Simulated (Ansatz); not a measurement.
# Does disorder add resistance in series? Cu(111) layers with 75 % Os

Two lengths of the disordered region are known. What area resistance does the third give?

How it was computed: Ansatz 0.2.0, plane waves with PAW datasets at their recommended cutoffs (420 eV for most), Fermi-Dirac smearing; ballistic transmission by layer matching. The area resistance is RA = A (h/2e²)(1/T − 1/N), with T the zone-mean transmission per spin and N the lead's channels, both averaged over a few energies near the Fermi level; for magnets each spin is taken apart, with h/e², and the two conduct in parallel. Lateral cell 2x2, PBE, a fresh random draw for each length.

The runs, with one result withheld:

| length (Å) | channels N | RA (fΩ m²) |
| --- | --- | --- |
| 8.35 | 3.197 | 1.22 |
| 16.7 | 3.203 | 1.99 |
| 25.0 | 3.203 | ? |

Worked fit:

Ohm's law makes RA linear in the length: the slope is (1.99 − 1.22)/(16.7 − 8.35) = 0.0920 fΩ m² per Å, or 92 µΩ cm. Then 1.99 + 0.0920 × 8.35. Predicted: 2.76 fΩ m².

**The withheld run.**

2.54 fΩ m², so the prediction is 8.4 % too high. The three lengths together give 79 µΩ cm. The two increments are 0.77 and 0.56 fΩ m²; with one draw for each length, their difference can't be told from scatter.

Caveats: The scatterers repeat sideways with the small cell. The slope is a raw one; a model of isotropic scattering puts it 1.01 times the bulk value over these lengths. Atoms sit unrelaxed on the host's lattice, and the pair may not mix at random in practice. Spin-orbit coupling is left out, which matters for Os.
